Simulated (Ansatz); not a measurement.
# Stack of 2H-MoSSe under blue phosphorene, shifted by two thirds of the diagonal in a perpendicular field, part 3 of 4

Wanted: the out-of-plane response of the stack of 2H-MoSSe under blue phosphorene, shifted by two thirds of the diagonal. A positive field points along +c.

Ansatz 0.2.0; plane-wave DFT, LDA, Ansatz PAW (the session's first sound run).

So far. Step 7 (Atoms held, field 0.2 V/Å): The dipole is 0.0629 e·Å, 0.0918 e·Å from its value without field, and the gap 1.486 eV. Step 8 (Single point, field 0.3 V/Å): The dipole is 0.109 e·Å, 0.138 e·Å from its value without field, and the gap 1.446 eV.

### Step 9. Response, atoms held

This step: plane-wave DFT, LDA, Ansatz PAW; response to a field along the normal, atoms held (Ansatz 0.2.0).

The dipoles give the slope, and the difference of two potentials shows where the field is screened.

This step gave:

```yaml
equivalent_conductor_thickness_p_eps_0ae: 9.375 Å
distance_between_the_outer_atoms: 8.180 Å
```

Table of dipole of the cell by applied field:

| applied field (V/Å) | dipole of the cell (e·Å) |
| --- | --- |
| -0.050 | -0.0517 |
| 0.000 | -0.0289 |
| 0.050 | -0.00599 |
| 0.100 | 0.0169 |
| 0.200 | 0.0629 |
| 0.300 | 0.109 |

Local field over the applied field, running mean. From the potentials at -0.05 and 0.05 V/Å; running mean over 2.5 Å. The local field over applied field by z:

z (Å), local field over applied field and a bar:
```
      4.5      0.998 ##############################
      5.0      0.995 ##############################
      5.5      0.985 ##############################
      6.0      0.959 #############################
      6.5      0.896 ###########################
      7.0      0.777 #######################
      7.5      0.615 ##################
      8.0      0.439 #############
      8.5      0.268 #######
      9.0      0.137 ###
      9.5      0.069 #
     10.0      0.041 
     10.5      0.032 
     11.0      0.042 
     11.5      0.061 #
     12.0      0.108 ##
     12.5      0.201 #####
     13.0      0.311 #########
     13.5      0.392 ###########
     14.0      0.419 ############
     14.5      0.381 ###########
     15.0      0.289 ########
     15.5      0.172 ####
     16.0      0.083 ##
     16.5      0.052 #
     17.0      0.083 ##
     17.5      0.184 #####
     18.0      0.342 ##########
     18.5      0.518 ###############
     19.0      0.692 ####################
     19.5      0.838 #########################
     20.0      0.928 ############################
     20.5      0.972 #############################
     21.0      0.990 ##############################
     21.5      0.997 ##############################
     22.0      0.999 ##############################
```

Electrons, planar mean, per unit field. The induced electron density by z:

| z (Å) | induced electron density (e/Å³ per V/Å) |
| --- | --- |
| 4.5 | 6.3e-6 |
| 5.0 | 2.0e-5 |
| 5.5 | 6.4e-5 |
| 6.0 | 1.9e-4 |
| 6.5 | 5.4e-4 |
| 7.0 | 0.00135 |
| 7.5 | 0.00272 |
| 8.0 | 0.00348 |
| 8.5 | 0.00151 |
| 9.0 | 8.0e-4 |
| 9.5 | 4.5e-4 |
| 10.0 | -7.1e-4 |
| 10.5 | 1.2e-4 |
| 11.0 | 3.0e-4 |
| 11.5 | -9.8e-5 |
| 12.0 | -6.7e-4 |
| 12.5 | -8.5e-4 |
| 13.0 | -0.00270 |
| 13.5 | -0.00178 |
| 14.0 | 2.3e-4 |
| 14.5 | 0.00199 |
| 15.0 | 0.00256 |
| 15.5 | 8.3e-4 |
| 16.0 | 7.6e-4 |
| 16.5 | 1.8e-4 |
| 17.0 | -9.1e-4 |
| 17.5 | -7.3e-4 |
| 18.0 | -0.00290 |
| 18.5 | -0.00323 |
| 19.0 | -0.00197 |
| 19.5 | -9.1e-4 |
| 20.0 | -3.7e-4 |
| 20.5 | -1.3e-4 |
| 21.0 | -4.5e-5 |
| 21.5 | -1.5e-5 |
| 22.0 | -4.7e-6 |

The smaller of the gaps on the path and on the k-mesh, counted as 0 under 0.03 eV. The gap by applied field:

| applied field (V/Å) | gap (eV) |
| --- | --- |
| -0.050 | 1.44 |
| 0.000 | 1.48 |
| 0.050 | 1.53 |
| 0.100 | 1.52 |
| 0.200 | 1.49 |
| 0.300 | 1.45 |

By hand: between -0.05 and 0.05 V/Å the dipole changes by 0.04574 e·Å, a slope of 0.4574 e·Å²/V. A perfect conductor of thickness t has p = ε₀AEt, so t = 180.95 × 0.4574 / 8.836 = 9.37 Å (e/ε₀ = 180.95 V·Å, A in Å²).

The induced dipole is that of a conductor 9.38 Å thick.

### Step 10. Field on, atoms free, field 0.1 V/Å

This step: plane-wave DFT, LDA, Ansatz PAW (Ansatz 0.2.0).

Now the atoms may follow the field. A weak field makes forces of meV/Å to tens of meV/Å, so the force tolerance is set well below the usual one.

input.yaml reads:

```yaml
crystal:
  lattice:
    - [3.19411518, 0.0, 0.0]
    - [-1.59705759, 2.7661848885, 0.0]
    - [0.0, 0.0, 26.1798554722]
  atoms:
    - { symbol: Se, position: [0.3333333333, 0.6666666667, 0.343775771] }
    - { symbol: Mo, position: [0.0, 0.0, 0.4081706506] }
    - { symbol: S, position: [0.3333333333, 0.6666666667, 0.4660401209] }
    - { symbol: P, position: [0.3333333333, 0.6666666667, 0.6086334083] }
    - { symbol: P, position: [0.0, 0.0, 0.656224229] }
kpoints:
  mp_grid: { grid: [12, 12, 1] }
hamiltonian:
  xc: lda
scf:
  occupations: { method: fermi_dirac, width: 0.02585 }
  convergence: { dr2_threshold: 1.0e-10 }
efield:
  axis: 3
  dipole_correction: true
  ramp_position: 0.97
  ramp_width: 0.06
  amplitude: 0.1
relax:
  f_tol: 0.001
  max_steps: 60
output:
  write_potential: true
  write_density: true
  volumetric_format: npy
```

The run is started by

```sh
$ ansatz run input.yaml --threads 4 --pin off --max-ram 6144MiB --backend cpu --events-out ev --progress --plain --runs-dir out
```

Numbers of over 12 decimals in the logs are rounded to 6 here.

The log of the run:

```text
[...]
Crystal: 5 atoms, lattice volume = 231.312 Å³
Basis set: ecut = 420 eV, 4551 PW (Γ)
Bands: 28, of which v1, the nominal top of the filled ones, is band 23 counted from 1 (22 counted from 0)
Symmetry: 6 space group operations
[...]
k-points: 19 of 144 (time reversal used)
[...]
SCF iter   1: F=—  HF=-12551.265316 eV  |F-HF|=—  |Δ(HF+E_count)|=         —  Δρ=4.18e-2  dr2=5.48e0  ethr=3.10e-3  p=0.052 e·Å  D=4.08e-2 V/Å  ΔV_dip=-1.07 eV  dr2_dipole=2.89e-2  V_vac-E_F(+/−)=6.36/5.03 eV  ⟨swp⟩=10.1  Hψ=3081  notcnv=0
[...]
SCF iter  20: F=-12549.819350 eV  HF=-12549.819350 eV  |F-HF|=9.46e-11  |Δ(HF+E_count)|=  6.91e-11  Δρ=8.67e-8  dr2=9.79e-11  ethr=1.00e-12  p=0.017 e·Å  D=1.32e-2 V/Å  ΔV_dip=-0.35 eV  dr2_dipole=1.25e-11  V_vac-E_F(+/−)=5.94/3.89 eV  ⟨swp⟩=6.8  Hψ=3081  notcnv=0
SCF 1 converged in 20 iterations: F = -12549.819350 eV  dr2 = 9.79e-11
[...]
relax step   1: F+E_penalty+E_count = -12549.81935049 eV  Δ(F+E_penalty+E_count) = +0.000e0 eV  max|allowed force component| = 1.023e-2 eV/Å  Δτ_max = 0.0000 Å  (20 SCF iters, accepted)
[...]
SCF iter  10: F=-12549.819353 eV  HF=-12549.819353 eV  |F-HF|=2.91e-11  |Δ(HF+E_count)|=  6.91e-11  Δρ=6.93e-8  dr2=9.39e-12  ethr=1.00e-12  p=0.017 e·Å  D=1.33e-2 V/Å  ΔV_dip=-0.35 eV  dr2_dipole=9.05e-14  V_vac-E_F(+/−)=5.94/3.89 eV  ⟨swp⟩=6.5  Hψ=3222  notcnv=0
SCF 2 converged in 10 iterations: F = -12549.819353 eV  dr2 = 9.39e-12
relax step   2: F+E_penalty+E_count = -12549.81935251 eV  Δ(F+E_penalty+E_count) = -2.021e-6 eV  max|allowed force component| = 3.849e-3 eV/Å  Δτ_max = 0.0028 Å  (10 SCF iters, accepted)
SCF iter   1: F=—  HF=-12549.819426 eV  |F-HF|=—  |Δ(HF+E_count)|=         —  Δρ=6.11e-5  dr2=6.03e-6  ethr=1.23e-7  p=0.017 e·Å  D=1.33e-2 V/Å  ΔV_dip=-0.35 eV  dr2_dipole=5.02e-9  V_vac-E_F(+/−)=5.94/3.89 eV  ⟨swp⟩=3.0  Hψ=1216  notcnv=0  defer=19
[...]
SCF iter  10: F=-12549.819353 eV  HF=-12549.819353 eV  |F-HF|=3.64e-12  |Δ(HF+E_count)|=  1.82e-12  Δρ=3.60e-8  dr2=2.71e-12  ethr=1.00e-12  p=0.017 e·Å  D=1.33e-2 V/Å  ΔV_dip=-0.35 eV  dr2_dipole=9.79e-15  V_vac-E_F(+/−)=5.94/3.89 eV  ⟨swp⟩=7.1  Hψ=2771  notcnv=0
SCF 3 converged in 10 iterations: F = -12549.819353 eV  dr2 = 2.71e-12
relax step   3: F+E_penalty+E_count = -12549.81935325 eV  Δ(F+E_penalty+E_count) = -7.358e-7 eV  max|allowed force component| = 1.970e-4 eV/Å  Δτ_max = 0.0012 Å  (10 SCF iters, accepted)
[...]
the band table was solved once a step of the walk had ended and its energy, with any forces and stress, was formed, with the checks that follow a solve (2977 applications of the Hamiltonian). They found nothing against the state; the energy, forces and stress were not computed again (output.eigenvalues in the input reference)
[...]
SCF converged after 10 iterations
Free energy (F): -12549.819353 eV
[...]
Internal energy: -12549.819353 eV  (E = F + TS)
E sigma→0 (E₀):  -12549.819353 eV
Fermi energy:    1.159016 eV
Dipole field:    D = 0.013281 V/Å  (p = 0.016977 e·Å, saw-weighted, corrected)
Work function:   not extracted (applied field tilts the vacuum); planar V_es + V_field profile in the machine report
[...]
--- Forces (eV/Å), atoms counted from 1 ---
  atom   1  Se     0.00000000    -0.00000000    -0.00009306
  atom   2  Mo    -0.00000000     0.00000000     0.00002447
  atom   3  S      0.00000000    -0.00000000     0.00003204
  atom   4  P      0.00000000     0.00000000    -0.00021048
  atom   5  P      0.00000000    -0.00000000     0.00017973
  max |Σ_I F_I| component: 6.73e-5 eV/Å
--- Band table (eV; the first three rows and the last of 19) ---
  k-point 0: bands = [... 19 lower, -0.6416, 0.2338, 0.2338, 0.3960, 3.2047, 3.2047, 3.5772, 3.5772, ... 1 higher]
  k-point 1: bands = [... 19 lower, -0.7129, -0.5673, -0.0447, 0.3763, 3.0016, 3.1560, 3.3117, 3.4948, ... 1 higher]
  k-point 2: bands = [... 19 lower, -0.9428, -0.6347, -0.4462, 0.2289, 2.4388, 2.9168, 3.0523, 3.2336, ... 1 higher]
  k-point 18: bands = [... 19 lower, -2.0301, -1.6427, -1.5207, 0.2070, 1.9168, 2.0066, 3.0924, 3.7346, ... 1 higher]
--- Relaxed structure (3 steps of the walk, 3 accepted, 0 SCFs on fresh bases) ---
  F+E_penalty+E_count = -12549.81935325 eV   max|allowed force component| = 1.970e-4 eV/Å
  atoms:
    - { symbol: Se, position: [0.333333, 0.666667, 0.343823] }
    - { symbol: Mo, position: [0, -3.330669074069341e-17, 0.408203] }
    - { symbol: S, position: [0.333333, 0.666667, 0.466084] }
    - { symbol: P, position: [0.333333, 0.666667, 0.608570] }
    - { symbol: P, position: [0, -3.330669074069338e-17, 0.656165] }
```

Wall time 11 s (4 threads of Arm Neoverse V2, shared host); peak memory 0.53 GiB; 43 s of CPU time.

No atom moved by 0.005 Å in the relaxation.

This step gave:

```yaml
gap_on_the_k_mesh: 1.521 eV
dipole_along_the_normal: 0.01698 e·Å
```

The relaxation took 3 steps and lowered the energy by 2.8e-6 eV; the largest force on the free atoms ends at 2.0e-4 eV/Å.

The dipole is 0.0170 e·Å, 0.0458 e·Å from its value without field, and the gap on the mesh 1.521 eV.

### Step 11. Field on, atoms free, field -0.1 V/Å

The opposite sign, again from the field-free geometry; the difference of the two cancels what relaxes without a field.

input.yaml, as its differences from that of step 10:

```diff
@@ -23,3 +23,3 @@
   ramp_width: 0.06
-  amplitude: 0.1
+  amplitude: -0.1
 relax:
```

The log of the run:

```text
[...]
Crystal: 5 atoms, lattice volume = 231.312 Å³
Basis set: ecut = 420 eV, 4551 PW (Γ)
Bands: 28, of which v1, the nominal top of the filled ones, is band 23 counted from 1 (22 counted from 0)
Symmetry: 6 space group operations
[...]
k-points: 19 of 144 (time reversal used)
[...]
--- Relaxed structure (3 steps of the walk, 3 accepted, 0 SCFs on fresh bases) ---
  F+E_penalty+E_count = -12549.82512318 eV   max|allowed force component| = 1.828e-4 eV/Å
  atoms:
    - { symbol: Se, position: [0.333333, 0.666667, 0.343752] }
    - { symbol: Mo, position: [0, -3.3306690740693413e-17, 0.408157] }
    - { symbol: S, position: [0.333333, 0.666667, 0.466015] }
    - { symbol: P, position: [0.333333, 0.666667, 0.608661] }
    - { symbol: P, position: [0, -3.3306690740693376e-17, 0.656260] }
[key lines of the parts left out:]
SCF converged after 9 iterations
Free energy (F): -12549.825123 eV
Fermi energy:    1.135774 eV
Dipole field:    D = -0.058359 V/Å  (p = -0.074602 e·Å, saw-weighted, corrected)
```

Run time: 11 s. Hardware: 4 threads; peak memory 0.53 GiB.

Hardly anything moved in the relaxation; the energy changed by under 0.2 meV an atom.

Numbers from this step:

- gap on the k-mesh: 1.400 eV
- dipole along the normal: -0.07460 e·Å

The relaxation took 3 steps and lowered the energy by 1.7e-6 eV; the largest force on the free atoms ends at 1.8e-4 eV/Å.

The dipole is -0.0746 e·Å, -0.0457 e·Å from its value without field, and the gap on the mesh 1.400 eV.

### Step 12. Response, atoms relaxed

This step: plane-wave DFT, LDA, Ansatz PAW; response to a field along the normal, atoms relaxed (Ansatz 0.2.0).

The same analysis on the two relaxed runs holds the ionic part too; their mesh is coarser, so small differences from the held value can come from that.

This step gave:

- equivalent conductor thickness p/(ε₀AE): 9.378 Å
- distance between the outer atoms: 8.181 Å

Table of dipole of the cell by applied field:

| applied field (V/Å) | dipole of the cell (e·Å) |
| --- | --- |
| -0.1000 | -0.0746 |
| 0.1000 | 0.0170 |

Local field over the applied field, running mean. From the potentials at -0.1 and 0.1 V/Å; running mean over 2.5 Å. Table of local field over applied field by z:

z (Å), local field over applied field and a bar from the least value:
```
      4.5      0.998 ##############################
      5.0      0.995 ##############################
      5.5      0.986 ##############################
      6.0      0.962 #############################
      6.5      0.912 ############################
      7.0      0.826 #########################
      7.5      0.623 ###################
      8.0      0.436 ##############
      8.5      0.255 #########
      9.0      0.164 ######
      9.5      0.011 ##
     10.0     -0.003 #
     10.5      0.057 ###
     11.0      0.041 ###
     11.5     -0.046 
     12.0      0.091 ####
     12.5      0.228 ########
     13.0      0.277 #########
     13.5      0.374 ############
     14.0      0.386 ############
     14.5      0.345 ###########
     15.0      0.329 ###########
     15.5      0.143 #####
     16.0      0.140 #####
     16.5      0.250 #########
     17.0      0.175 ######
     17.5      0.160 ######
     18.0      0.382 ############
     18.5      0.488 ###############
     19.0      0.586 ##################
     19.5      0.805 ########################
     20.0      0.919 ############################
     20.5      0.970 #############################
     21.0      0.989 ##############################
     21.5      0.996 ##############################
     22.0      0.999 ##############################
```

The induced electron density oscillates, so the rows of the table below give means over windows of 1 Å about each position, cut where the curve ends. Its maxima inside the range that stand out by 2 % of the span (Å: e/Å³ per V/Å): 7.6: 0.00184, 9.3: 0.0386, 11.1: 0.00785, 12.8: 0.00214, 15.1: 0.00650, 16.1: 0.00473, 17.5: -0.00164. Its minima: 8.7: -0.0404, 10.2: -0.00875, 11.6: -0.00137, 13.5: -3.9e-4, 15.7: 0.00163, 16.9: -0.00457, 18.0: -0.00727.

Electrons, planar mean, per unit field. The induced electron density by z; means over each step:

| z (Å) | induced electron density (e/Å³ per V/Å) |
| --- | --- |
| 5 | 2.5e-5 |
| 6 | 2.2e-4 |
| 7 | 0.00116 |
| 8 | -0.00241 |
| 9 | 1.5e-4 |
| 10 | -0.00131 |
| 11 | 0.00354 |
| 12 | -2.7e-5 |
| 13 | 9.7e-4 |
| 14 | 0.00104 |
| 15 | 0.00503 |
| 16 | 0.00308 |
| 17 | -0.00277 |
| 18 | -0.00554 |
| 19 | -0.00264 |
| 20 | -4.5e-4 |
| 21 | -5.6e-5 |
| 22 | -8.2e-6 |

The induced dipole is that of a conductor 9.38 Å thick.

### Step 13. With spin-orbit coupling, k-mesh 12×12×1

This step: plane-wave DFT, PBE, fully relativistic PAW with spin-orbit coupling (Ansatz 0.2.0).

Heavy atoms split their bands by spin-orbit coupling, so this run uses fully relativistic files and two-component states.

input.yaml, the sections that differ from step 11:

```yaml
kpoints:
  mp_grid: { grid: [12, 12, 1] }
  band_path: { path: [[0, 0, 0], [0.12, 0, 0]], npoints: 24 }
hamiltonian:
  xc: pbe
  pseudopotentials: { kind: paw_fr }
magnetization:
  noncollinear: true
  spin_orbit: true
scf:
  occupations: { method: fermi_dirac, width: 0.02585 }
  convergence: { dr2_threshold: 1.0e-09 }
efield:
  axis: 3
  dipole_correction: true
  ramp_position: 0.97
  ramp_width: 0.06
  amplitude: 0
# crystal, output: as in step 11
# relax: removed
```

The log of the run:

```text
[...]
non-collinear run that drives no moment, with spin-orbit: no starting moment large enough to seed its density (crystal.atoms[].spin), no starting occupations that ask for one, no magnetisation constraint and no magnetic field, so the semilocal B_xc is pinned to zero
Crystal: 5 atoms, lattice volume = 231.312 Å³
Basis set: ecut = 420 eV, 4551 PW (Γ)
Bands: 56, of which v1, the nominal top of the filled ones, is band 46 counted from 1 (45 counted from 0)
Symmetry: 6 space group operations + 6 with time reversal
[...]
k-points: 19 of 144 (time reversal used)
Projection manifold: j_resolved (fully-relativistic pseudo-atomic orbitals)
[...]
SCF iter   1: F=—  HF=-12843.342104 eV  |F-HF|=—  |Δ(HF+E_count)|=         —  Δρ=4.15e-2  dr2=5.49e0  dr2_m=0.00e0 (ungated)  ethr=3.10e-3  |M|=0.00e0 ∫|m|=0.00e0 μB  |m|>n=0.0e0 m-floor=0.0e0 τ_xc=0.0e0  β_m=0.30  p=-0.000 e·Å  D=-4.77e-7 V/Å  ΔV_dip=0.00 eV  dr2_dipole=3.59e-2  V_vac-E_F(+/−)=5.45/5.45 eV  ⟨swp⟩=9.7  Hψ=6061  notcnv=0
[...]
SCF iter   2: F=—  HF=-12842.577473 eV  |F-HF|=—  |Δ(HF+E_count)|=   7.65e-1  Δρ=2.16e-2  dr2=4.26e0  dr2_m=0.00e0 (ungated)  ethr=3.10e-3  |M|=0.00e0 ∫|m|=0.00e0 μB  |m|>n=0.0e0 m-floor=0.0e0 τ_xc=0.0e0  β_m=0.61  p=-0.091 e·Å  D=-7.11e-2 V/Å  ΔV_dip=1.86 eV  dr2_dipole=3.91e-1  V_vac-E_F(+/−)=6.46/4.59 eV  ⟨swp⟩=3.8  Hψ=2501  notcnv=0  defer=60
[...]
spin=Noncollinear: LDOS preconditioning applied to the charge; magnetization (m_x, m_y, m_z) channels mix plain (no charge-response kernel on spin).
SCF iter   3: F=—  HF=-12842.120242 eV  |F-HF|=—  |Δ(HF+E_count)|=   4.57e-1  Δρ=9.23e-3  dr2=3.82e-1  dr2_m=0.00e0 (ungated)  ethr=3.10e-3  |M|=0.00e0 ∫|m|=0.00e0 μB  |m|>n=0.0e0 m-floor=0.0e0 τ_xc=0.0e0  β_m=0.59  p=-0.080 e·Å  D=-6.23e-2 V/Å  ΔV_dip=1.63 eV  dr2_dipole=2.03e-6  V_vac-E_F(+/−)=5.64/4.01 eV  ⟨swp⟩=3.1  Hψ=1873  notcnv=0  defer=54
[...]
SCF iter  15: F=-12842.048371 eV  HF=-12842.048371 eV  |F-HF|=3.95e-10  |Δ(HF+E_count)|=   2.02e-9  Δρ=3.11e-7  dr2=4.60e-10  dr2_m=0.00e0 (ungated)  ethr=2.17e-12  |M|=0.00e0 ∫|m|=0.00e0 μB  |m|>n=0.0e0 m-floor=0.0e0 τ_xc=0.0e0  p=-0.032 e·Å  D=-2.53e-2 V/Å  ΔV_dip=0.66 eV  dr2_dipole=1.65e-11  V_vac-E_F(+/−)=5.00/4.34 eV  ⟨swp⟩=11.1  Hψ=4281  notcnv=0
SCF 1 converged in 15 iterations: F = -12842.048371 eV  dr2 = 4.60e-10
[...]
SCF converged after 15 iterations
Magnetization: |M| = 0.0000 μB,  M = (+0.0000, +0.0000, +0.0000) μB
Absolute magnetization: 0.0000 μB (∫|m|)
  site 0: m = (+0.0000, +0.0000, +0.0000) μB, |m| = 0.0000 μB  (R = 1.03 Å)
  site 1: m = (+0.0000, +0.0000, +0.0000) μB, |m| = 0.0000 μB  (R = 0.98 Å)
  site 2: m = (+0.0000, +0.0000, +0.0000) μB, |m| = 0.0000 μB  (R = 0.98 Å)
  site 3: m = (+0.0000, +0.0000, +0.0000) μB, |m| = 0.0000 μB  (R = 0.92 Å)
  site 4: m = (+0.0000, +0.0000, +0.0000) μB, |m| = 0.0000 μB  (R = 0.92 Å)
Free energy (F): -12842.048371 eV
[...]
Internal energy: -12842.048371 eV  (E = F + TS)
E sigma→0 (E₀):  -12842.048371 eV
Fermi energy:    1.434424 eV
Dipole field:    D = -0.025323 V/Å  (p = -0.032370 e·Å, saw-weighted, corrected)
Work function:   Φ+ = 5.0023 eV   Φ− = 4.3394 eV
[...]
--- Band table (eV; the first three rows and the last of 19) ---
  k-point 0: bands = [... 42 lower, 0.4239, 0.4239, 0.6616, 0.6616, 3.4327, 3.4327, 3.5312, 3.5312, ... 6 higher]
  k-point 1: bands = [... 42 lower, 0.1206, 0.1206, 0.6215, 0.6444, 3.2750, 3.3105, 3.4480, 3.4574, ... 6 higher]
  k-point 2: bands = [... 42 lower, -0.2023, -0.1881, 0.4494, 0.4704, 2.7637, 2.7745, 3.1989, 3.2550, ... 6 higher]
  k-point 18: bands = [... 42 lower, -1.3582, -1.3434, 0.4306, 0.5980, 2.2144, 2.2252, 2.2548, 2.2578, ... 6 higher]
```

Wall time 48 s (4 threads); peak memory 1.6 GiB; 3.1 min of CPU time.

Numbers from this step:

```yaml
gap_on_the_k_mesh: 1.553 eV
dipole_along_the_normal: -0.03237 e·Å
gap_along_the_path: 2.412 eV
smallest_direct_gap_along_the_path: 2.483 eV
step_between_the_vacuum_levels: 0.6629 eV
ionisation_energy_upper_face: 5.775 eV
electron_affinity_upper_face: 4.222 eV
ionisation_energy_lower_face: 5.112 eV
gap_the_smaller_of_path_and_mesh: 1.553 eV
```

The electronic bands at the labelled points (eV, zero at the Fermi level of the run, which the smearing sets inside the gap):

| point | band 43 | band 44 | band 45 | band 46 | band 47 | band 48 | band 49 | band 50 |
| --- | --- | --- | --- | --- | --- | --- | --- | --- |
| Γ | -1.01 | -1.01 | -0.77 | -0.77 | 2.00 | 2.00 | 2.10 | 2.10 |
| halfway | -1.19 | -1.19 | -0.79 | -0.78 | 1.92 | 1.95 | 2.11 | 2.13 |
| end | -1.56 | -1.56 | -0.87 | -0.84 | 1.64 | 1.65 | 1.83 | 1.86 |

The gap is 1.55 eV, with the valence edge 5.78 eV and the conduction edge 4.22 eV under the upper vacuum level.

### Step 14. Spin splitting near the zone centre, field 0

This step: plane-wave DFT, PBE, fully relativistic PAW with spin-orbit coupling; spin splitting near the zone centre (Ansatz 0.2.0).

Levels that meet at the zone centre are followed outwards; a split that grows in proportion to k gives the Rashba parameter as ΔE/2k.

Numbers from this step:

- largest split over 2k that stays linear in k: 0.3317 eV Å

Groups of levels that meet at the zone centre and whose split, tested at two k, grows in proportion to k or stays under 1 meV; groups that fail this test are left out. Spin splitting, by row:

| level at the first point (eV from the Fermi level) | states | split at k = 0.034 1/A (eV) | split over 2k (eV Å) |
| --- | --- | --- | --- |
| -2.183 | 2 | 0.0226 | 0.3317 |
| -1.834 | 2 | 0.0079 | 0.1159 |
| -1.01 | 2 | 2.00e-4 | 0 |
| -0.7728 | 2 | 0.0056 | 0.08218 |

(Continued in part 4 of 4.)

[Logs are printed without paths, hosts, clocks, repeated set-up lines and the standing remarks that a program may print on its own settings, such as how far it seeks lower states.]

[Hosts, paths, dates, database ids (printed as entryN), source tags and the programs' standing remarks are cut or masked in the printed files.]

[Maps of the electrostatic potential energy from Ansatz leave out the sawtooth potential of an applied field or a dipole correction, so their vacuum need not be flat; planar profiles and work functions include it.]
